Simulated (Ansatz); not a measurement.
# AlN (F-43m) on a mismatched substrate

```xyz
2
Lattice="2.1849 2.1849 0.0000 -2.1849 2.1849 0.0000 0.0000 2.1849 2.1849" Properties=species:S:1:pos:R:3 pbc="T T T"
Al    0.0000    0.0000    0.0000
N    -1.0924    3.2773    1.0924
```

This cell was relaxed by PAW under r²SCAN. A film on a (001) substrate is mimicked by stretching x and y by ε∥; the length along z and the atoms then relax by PAW (default files of Ansatz 0.2.0, cutoff 500 eV, stress met within about 0.05 GPa). Stress and levels come from r²SCAN, PAW on Ansatz 0.2.0's default frozen-core files (fitted under PBE), scalar-relativistic; k mesh 10×10×10, fixed occupations, cutoff 500 eV. Conduction levels are in eV over the valence top, at fixed fractional wave vectors.

```
ε∥ (%)  ε⊥ (%)  σ∥ (GPa, tension positive)  X ⊥ z  X ∥ z      Γ  L (oblique)  2nd valence level at Γ     3rd
  -2.0       ?                           ?      ?      ?      ?            ?                       ?       ?
  -1.0   1.023                       -3.14  3.888  3.987  4.902        8.229                   0.000  -0.090
  -0.5   0.518                       -1.53  3.914  3.963  4.871        8.211                   0.000  -0.044
   0.0   0.000                        0.00  3.941  3.941  4.842        8.185                   0.000   0.000
   0.5  -0.531                        1.47  3.925  3.877  4.769        8.107                  -0.043  -0.043
   1.0  -1.076                        2.87  3.911  3.816  4.698        8.023                  -0.085  -0.085
   2.0  -2.208                        5.49  3.888  3.702  4.562        7.839                  -0.165  -0.165
```

The last two columns are counted from the highest valence level at Γ.

Problem. How does the film contract along z, and how stiff is it in the plane?

Solution. Quadratic fits through the 6 rows shown have slopes dε⊥/dε∥ = -1.050 and dσ∥/dε∥ = 300.4 GPa at zero strain. Elasticity asks −2C12/C11 = -1.050 and C11 + C12 − 2C12²/C11 = 299.8 GPa, from PAW constants C11 = 307.9, C12 = 161.7 GPa. At the level of the σ∥ column the films keep up to 0.01 GPa along z against the unstrained cell; this and the cubic term, which a quadratic fit over ±2 % leaves out, limit the agreement.

Problem. Which shear deformation potential b does the valence splitting give?

Solution. Without spin-orbit coupling the single level moves against the pair by 3b(ε⊥ − ε∥): -0.0445 eV at ε⊥ − ε∥ = 0.01018 and 0.0431 eV at -0.01031, so b = -1.43 eV.

Problem. And the uniaxial potential of the lowest valleys?

Solution. The valley along z moves against those in the plane by Ξu(ε⊥ − ε∥): from 0.0487 to -0.0478 eV between the two smallest strains, so Ξu = 4.71 eV.

Problem. Fill the row at ε∥ = -2.0 %.

Solution. The fits give ε⊥ = 1.991 % and σ∥ = -6.53 GPa. Computed: ε⊥ (%) = 1.998, σ∥ (GPa, tension positive) = -6.57, X ⊥ z = 3.837, X ∥ z = 4.038, Γ = 4.962, L (oblique) = 8.237, 2nd valence level at Γ = 0.000, 3rd = -0.187. The levels have a kink at zero strain, where another valence state takes the top, so one parabola doesn't fit them.

Problem. What is the slope of the gap under small compression and under small tension?

Solution. dE_g/dε∥ is 53 meV per % on the compressed side and -128 on the stretched side, so the gap falls either way. The lowest conduction level lies at X ⊥ z under the strongest compression and at X ∥ z under the strongest tension.

Keep in mind: this zinc-blende form is metastable at ambient conditions; frozen-core PAW files fitted under PBE, their cores solved anew for the functional of the run; semilocal gaps are low, and the spacing of valleys can be off by tenths of an eV; levels are read at fixed fractional k, so an edge that moves off these points is missed.
